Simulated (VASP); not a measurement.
# BAs (F-43m) under a change of volume

Strain engineering needs slopes: what does a change of volume do to the lattice and the band edges of BAs?

Main program and level: VASP 6.6.1; LDA; plane waves and PAW (B, As), in the first sound run; inputs show where later runs differ.

## (1) The starting structure

Symmetry: F-43m, No. 216, cubic system. Conventional cell: a = 4.777 Å, b = 4.777 Å, c = 4.777 Å, α = 90.00°, β = 90.00°, γ = 90.00°. Nearest to B lie 4 As at 2.07 Å. Nearest to As lie 4 B at 2.07 Å. Farther neighbours are not listed.

Coordinates:

```cif
data_structure
_symmetry_space_group_name_H-M 'F-43m'
_symmetry_Int_Tables_number 216
_cell_length_a 4.7770
_cell_length_b 4.7770
_cell_length_c 4.7770
_cell_angle_alpha 90.000
_cell_angle_beta 90.000
_cell_angle_gamma 90.000
_cell_volume 109.01
loop_
_atom_site_label
_atom_site_type_symbol
_atom_site_symmetry_multiplicity
_atom_site_Wyckoff_symbol
_atom_site_fract_x
_atom_site_fract_y
_atom_site_fract_z
_atom_site_occupancy
B1 B 4 a 0.00000 0.00000 0.00000 1
As1 As 4 d 0.25000 0.25000 0.75000 1
```

## (2) Relax the crystal, LDA

The series starts from the cell that this level prefers, so that zero strain is near zero stress.

This step took 2 runs in a row; the last is shown.

Level: LDA; plane waves and PAW (B, As).

File INCAR:

```
SYSTEM = BAs
PREC = Accurate
ENCUT = 480
EDIFF = 1E-07
NELM = 120
ISMEAR = 0
SIGMA = 0.02
LREAL = .FALSE.
ALGO = Normal
GGA = CA
NBANDS = 10
LASPH = .TRUE.
LORBIT = 11
LWAVE = .FALSE.
LCHARG = .FALSE.
KPAR = 12
IBRION = 2
NSW = 40
ISIF = 3
EDIFFG = -0.005
POTIM = 0.4
```

File POSCAR:

```
BAs
1.0
    0.0000000000      2.3711864423      2.3711864423
    2.3711864423      0.0000000000      2.3711864423
    2.3711864423      2.3711864423      0.0000000000
B As
1 1
Direct
    0.0000000000      0.0000000000      0.0000000000
    0.2500000000      0.2500000000      0.2500000000
```

File KPOINTS:

```
Automatic mesh
0
Gamma
11 11 11
0 0 0
```

PAW data sets: B and As (LDA family, release 64).

Started as:

```console
$ mpirun -np 12 vasp_std
```

What it wrote:

```text
[banner, memory and clock lines left out]
running   12 mpi-ranks, on    1 nodes
[...]
|                                                                             |
|           W    W    AA    RRRRR   N    N  II  N    N   GGGG   !!!           |
|           W    W   A  A   R    R  NN   N  II  NN   N  G    G  !!!           |
|           W    W  A    A  R    R  N N  N  II  N N  N  G       !!!           |
|           W WW W  AAAAAA  RRRRR   N  N N  II  N  N N  G  GGG   !            |
|           WW  WW  A    A  R   R   N   NN  II  N   NN  G    G                |
|           W    W  A    A  R    R  N    N  II  N    N   GGGG   !!!           |
|                                                                             |
|     For optimal performance we recommend to set                             |
|       NCORE = 2 up to number-of-cores-per-socket                            |
|     NCORE specifies how many cores store one orbital (NPAR=cpu/NCORE).      |
|     This setting can greatly improve the performance of VASP for DFT.       |
[...]
|     Unfortunately you need to use the default for GW and RPA                |
|     calculations (for HF NCORE is supported but not extensively tested      |
|     yet).                                                                   |
|                                                                             |

 LDA part: xc-table for (Slater(with rela. corr.)+CA(PZ))
 , standard interpolation
 POSCAR, INCAR and KPOINTS ok, starting setup
[...]
entering main loop
       N       E                     dE             d eps       ncg     rms          rms(c)
DAV:   1     0.116236973695E+02    0.11624E+02   -0.37856E+03  1120   0.671E+02
DAV:   2    -0.129845126785E+02   -0.24608E+02   -0.23448E+02  1546   0.106E+02
DAV:   3    -0.136938673852E+02   -0.70935E+00   -0.70778E+00  1340   0.180E+01
DAV:   4    -0.136959049849E+02   -0.20376E-02   -0.20375E-02  1350   0.105E+00
[...]
DAV:  11    -0.129262887899E+02   -0.13915E-05   -0.16086E-06  1362   0.929E-03    0.130E-02
DAV:  12    -0.129262886184E+02    0.17141E-06   -0.80753E-07  1244   0.399E-03    0.292E-03
DAV:  13    -0.129262886225E+02   -0.40052E-08   -0.29093E-08   710   0.126E-03
   1 F= -.12926289E+02 E0= -.12926289E+02  d E =-.129263E+02
[...]
reached required accuracy - stopping structural energy minimisation
```

The job ended after 5.2 s (12 MPI ranks of AMD EPYC 7R43, shared host; peak memory 1.2 GiB).

Lines that name or quote the potential files are left out of all logs, and their timing lines are given in words.

OUTCAR, selected parts (step 2):

```text
  Total        0.0001635      0.0001635      0.0001635      0.0000000      0.0000000      0.0000000
  in kB        0.0098261      0.0098261      0.0098261      0.0000000      0.0000000      0.0000000
  external PRESSURE =       0.0098261 kB  Pullay stress =       0.0000000 kB

 POSITION                                       TOTAL-FORCE (eV/Angst)
 -----------------------------------------------------------------------------------
      0.00000      0.00000      0.00000         0.000000      0.000000      0.000000
      1.18559      1.18559      1.18559        -0.000000     -0.000000     -0.000000
 -----------------------------------------------------------------------------------
    total drift:                                0.000000      0.000000      0.000000

  FREE ENERGIE OF THE ION-ELECTRON SYSTEM (eV)
  ---------------------------------------------------
  free  energy   TOTEN  =       -12.9262886225 eV

  energy  without entropy=      -12.9262886225  energy(sigma->0) =      -12.92628862

 reached required accuracy - stopping structural energy minimisation

[... 3 further parts left out ...]
[key lines of the parts left out:]
E-fermi :   6.5873
```

Read from the output:

- energy(sigma→0) of the program: -12.9263 eV
- stress, compression positive: xx, yy, zz 0.00, 0.00, 0.00 GPa
- volume: 26.664 Å³
- ionic steps: 1

## (3) Relax at fixed volume, LDA

One member in full: the volume is scaled by 0.97, and the cell is held.

Level: LDA; plane waves and PAW (B, As).

Changes to INCAR since step 2:

```diff
@@ -15,7 +15,8 @@
 LCHARG = .FALSE.
-KPAR = 12
+KPAR = 3
 IBRION = 2
 NSW = 40
-ISIF = 3
-EDIFFG = -0.005
+ISIF = 2
+EDIFFG = -0.004
 POTIM = 0.4
+MAXMIX = 40
```

File POSCAR:

```
BAs
1.0
    0.0000000000      2.3472334264      2.3472334264
    2.3472334264      0.0000000000      2.3472334264
    2.3472334264      2.3472334264      0.0000000000
B As
1 1
Direct
    0.0000000000      0.0000000000      0.0000000000
    0.2500000000      0.2500000000      0.2500000000
```

KPOINTS is that of step 2.

Started as:

```console
$ mpirun -np 3 vasp_std
```

What it wrote:

```text
[banner, memory and clock lines left out]
running    3 mpi-ranks, on    1 nodes
[...]
LDA part: xc-table for (Slater(with rela. corr.)+CA(PZ))
 , standard interpolation
 POSCAR, INCAR and KPOINTS ok, starting setup
[...]
entering main loop
       N       E                     dE             d eps       ncg     rms          rms(c)
DAV:   1     0.109168547046E+02    0.10917E+02   -0.37837E+03  1120   0.675E+02
DAV:   2    -0.131255680080E+02   -0.24042E+02   -0.23296E+02  1544   0.108E+02
DAV:   3    -0.137513950914E+02   -0.62583E+00   -0.62490E+00  1326   0.172E+01
DAV:   4    -0.137532253322E+02   -0.18302E-02   -0.18301E-02  1350   0.101E+00
[...]
DAV:  11    -0.129144719158E+02   -0.13704E-05   -0.16521E-06  1346   0.945E-03    0.138E-02
DAV:  12    -0.129144717468E+02    0.16904E-06   -0.75743E-07  1234   0.390E-03    0.302E-03
DAV:  13    -0.129144717506E+02   -0.38286E-08   -0.26498E-08   712   0.122E-03
   1 F= -.12914472E+02 E0= -.12914472E+02  d E =-.129145E+02
[...]
reached required accuracy - stopping structural energy minimisation
```

Wall time 9.6 s (3 MPI ranks); peak memory 0.29 GiB; 25 s of CPU time.

From OUTCAR (step 3):

```text
  Total        0.7721026      0.7721026      0.7721026     -0.0000000      0.0000000     -0.0000000
  in kB       47.8285021     47.8285021     47.8285021     -0.0000000      0.0000000     -0.0000000
  external PRESSURE =      47.8285021 kB  Pullay stress =       0.0000000 kB

 POSITION                                       TOTAL-FORCE (eV/Angst)
 -----------------------------------------------------------------------------------
      0.00000      0.00000      0.00000         0.000000      0.000000     -0.000000
      1.17362      1.17362      1.17362        -0.000000     -0.000000      0.000000
 -----------------------------------------------------------------------------------
    total drift:                                0.000000      0.000000      0.000000

  FREE ENERGIE OF THE ION-ELECTRON SYSTEM (eV)
  ---------------------------------------------------
  free  energy   TOTEN  =       -12.9144717506 eV

  energy  without entropy=      -12.9144717506  energy(sigma->0) =      -12.91447175

[... 2 parts as in an earlier step ...]

[... 2 further parts left out ...]
[key lines of the parts left out:]
E-fermi :   6.9121
```

This run gave:

```
energy(sigma→0) of the program : -12.9145 eV
stress, compression positive   : xx, yy, zz 4.78, 4.78, 4.78 GPa
ionic steps                    : 1
```

## (4) Band edges, TB-mBJ with spin-orbit coupling

Short lines in KPOINTS_OPT sample the zone centre, for masses, and the other valleys.

Level: TB-mBJ, spin-orbit coupling; plane waves and PAW (B, As).

TB-mBJ has no energy functional, so the total energy, stress and pressure in this output mean nothing.

File INCAR:

```
SYSTEM = BAs
PREC = Accurate
ENCUT = 480
EDIFF = 1E-06
NELM = 150
ISMEAR = 0
SIGMA = 0.02
LREAL = .FALSE.
ALGO = Normal
METAGGA = MBJ
LASPH = .TRUE.
LNONCOLLINEAR = .TRUE.
MAGMOM = 0 0 0 0 0 0
NBANDS = 18
GGA_COMPAT = .FALSE.
LSORBIT = .TRUE.
LWAVE = .FALSE.
LCHARG = .FALSE.
KPAR = 3
```

POSCAR is that of step 3.

File KPOINTS:

```
Automatic mesh
0
Gamma
9 9 9
0 0 0
```

File KPOINTS_OPT:

```
Line mode
6
Line-mode
Reciprocal
  0.00000000   0.00000000   0.00000000
  0.01867869   0.01867869   0.00000000

  0.00000000   0.00000000   0.00000000
  0.00000000  -0.01867869  -0.01867869

  0.31000000   0.31000000   0.00000000
  0.50000000   0.50000000   0.00000000

  0.00000000   0.31000000   0.31000000
  0.00000000   0.50000000   0.50000000

  0.45000000   0.45000000   0.45000000
  0.50000000   0.50000000   0.50000000

  0.45000000   0.00000000   0.00000000
  0.50000000   0.00000000   0.00000000

  0.42500000   0.42500000   0.00000000
  0.42500000   0.44367869   0.01867869

  0.50000000   0.50000000   0.50000000
  0.48679217   0.51320783   0.50000000
```

Started as:

```console
$ mpirun -np 3 vasp_ncl
```

What it wrote:

```text
[banner, memory and clock lines left out]
running    3 mpi-ranks, on    1 nodes
[...]
|                                                                             |
|               ----> ADVICE to this user running VASP <----                  |
|                                                                             |
|     You enforced a specific xc type in the INCAR file but a different       |
|     [... a line on the potential file left out ...]
|     I HOPE YOU KNOW WHAT YOU ARE DOING!                                     |
|                                                                             |

 LDA part: xc-table for (None), standard interpolation
 POSCAR, INCAR and KPOINTS ok, starting setup
[...]
entering main loop
       N       E                     dE             d eps       ncg     rms          rms(c)
DAV:   1    -0.827320965321E+01   -0.82732E+01   -0.32253E+03  1980   0.748E+02
DAV:   2    -0.351373257514E+02   -0.26864E+02   -0.24634E+02  2788   0.134E+02
DAV:   3    -0.362792796770E+02   -0.11420E+01   -0.11306E+01  2432   0.245E+01
DAV:   4    -0.362836285415E+02   -0.43489E-02   -0.43466E-02  2322   0.166E+00
[...]
DAV:  29    -0.330569281583E+02   -0.60648E-05   -0.25225E-10  1014   0.152E-04    0.264E-05
DAV:  30    -0.330569336983E+02   -0.55399E-05   -0.80695E-11  1014   0.838E-05    0.269E-05
DAV:  31    -0.330569335805E+02    0.11782E-06   -0.99615E-12  1014   0.316E-05
   1 F= -.33056934E+02 E0= -.33056934E+02  d E =-.119805E-27  mag=     0.0000    -0.0000     0.0000
 Start KPOINTS_OPT (optional k-point list driver)
k-point batch [1-48\48]
       N       E                     dE             ncg
DAV:   1     0.183358394996E+04   -0.80243E+04     1728
DAV:   2     0.393936211333E+03   -0.14396E+04     2412
DAV:   3     0.336110664712E+03   -0.57826E+02     2128
DAV:   4     0.335847682946E+03   -0.26298E+00     2050
DAV:   5     0.335846910341E+03   -0.77260E-03     1894
DAV:   6     0.335846906739E+03   -0.36019E-05     1862
DAV:   7     0.335846906677E+03   -0.62492E-07     1548
```

It took 2.7 min on 3 MPI ranks; peak memory 0.65 GiB; 8 min of CPU time.

Parts of OUTCAR (step 4):

```text
  LATTYP: Found a face centered cubic cell.
 ALAT       =     4.6944668528

 Subroutine GETGRP returns: Found 24 space group operations
 (whereof 24 operations were pure point group operations)

The static configuration has the point symmetry T_d .

 Found     55 irreducible k-points:

   k-points           NKPTS =     55   k-points in BZ     NKDIM =     55   number of bands    NBANDS=     18

   dimension x,y,z NGX =    24 NGY =   24 NGZ =   24
   dimension x,y,z NGXF=    48 NGYF=   48 NGZF=   48

   ENCUT  =  480.0 eV  35.28 Ry    5.94 a.u.   5.93  5.93  5.93*2*pi/ulx,y,z

   NELECT =       8.0000    total number of electrons

 E-fermi :   7.0207

 k-point     1 :       0.0000    0.0000    0.0000
  band No.  band energies     occupation
    ...
      4       6.6713      1.00000
      5       6.8739      1.00000
      6       6.8739      1.00000
      7       6.8739      1.00000
      8       6.8739      1.00000
      9      10.5275      0.00000
     10      10.5275      0.00000
     11      10.7371      0.00000
     12      10.7371      0.00000
     13      10.7371      0.00000
    ...

 k-point     2 :       0.1111    0.0000    0.0000
  band No.  band energies     occupation
    ...
      4       5.2048      1.00000
      5       6.3961      1.00000
      6       6.3961      1.00000
      7       6.5243      1.00000
      8       6.5262      1.00000
      9      10.9105      0.00000
     10      10.9105      0.00000
     11      11.1177      0.00000
     12      11.1177      0.00000
     13      11.2179      0.00000
    ...

  Total       12.3069048     12.3069048     12.3069048     -0.0000000     -0.0000000      0.0000000
  in kB      762.3608467    762.3608467    762.3608467     -0.0000000     -0.0000000      0.0000000
  external PRESSURE =     762.3608467 kB  Pullay stress =       0.0000000 kB

 POSITION                                       TOTAL-FORCE (eV/Angst)
 -----------------------------------------------------------------------------------
      0.00000      0.00000      0.00000         0.000000      0.000000      0.000000
      1.17362      1.17362      1.17362        -0.000000     -0.000000     -0.000000
 -----------------------------------------------------------------------------------
    total drift:                                0.000000      0.000000      0.000000

  FREE ENERGIE OF THE ION-ELECTRON SYSTEM (eV)
  ---------------------------------------------------
  free  energy   TOTEN  =       -33.0569335805 eV

  energy  without entropy=      -33.0569335805  energy(sigma->0) =      -33.05693358

 Spin-Orbit-Coupling matrix elements
 Ion:    1  E_soc:     -0.0000081
 Ion:    2  E_soc:     -0.0205274

[... 1 part as in an earlier step ...]

[... 7 further parts left out ...]
```

[end of part 1 of 2]

[Lines on the potential files, build, host, timing and source positions are cut from VASP's logs without a mark.]

[Logs are printed without paths, hosts, clocks, repeated set-up lines and the standing remarks that a program may print on its own settings, such as how far it seeks lower states.]

[Hosts, paths, dates, database ids (printed as entryN), source tags and the programs' standing remarks are cut or masked in the printed files.]

[In band tables of VASP the shares of atoms and orbitals are scaled to a sum of 1 inside the atoms' spheres.]
